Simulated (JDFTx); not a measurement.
The system is SnO.

```
Sn O
1.0
     3.81370    0.00000    0.00000
     0.00000    3.81370    0.00000
     0.00000    0.00000    4.88691
Sn O
2 2
Direct
  0.50000 0.00000 0.76463
  0.00000 0.50000 0.23537
  0.00000 0.00000 0.00000
  0.50000 0.50000 0.00000
```

The cell is a database's computed one.

Base run:

| Item | Value |
| --- | --- |
| Program | JDFTx 1.7.0 (patched build) |
| Functional | PBEsol |
| Potentials or basis | PseudoDojo-SR-PBEsol-0.4.1-standard with smoothed tails |
| Cutoff | 1143 eV |
| Density cutoff | 9143 eV |
| k mesh | 6 × 6 × 5 |
| Occupations | fermi-dirac, width 0.05 eV |
| Spin | no spin polarisation |

Its results: band gap on the k mesh 0.13 eV, indirect (least direct gap 1.96 eV); pressure 0.0 GPa; largest force 0.168 eV/Å.

Question: The run is repeated on the same cell with these changes: functional from PBEsol to LDA; potentials or basis from PseudoDojo-SR-PBEsol-0.4.1-standard with smoothed tails to PseudoDojo-SR-LDA-0.4.1-standard with smoothed tails. What comes out?

Answer: Band gap on the k mesh 0.23 eV, indirect (least direct gap 2.04 eV); pressure -3.0 GPa; largest force 0.191 eV/Å.

Caveats: spin-orbit coupling is left out, which moves the levels of the heavy elements; an odd mesh through Γ misses points on the zone boundary, where band edges often lie.
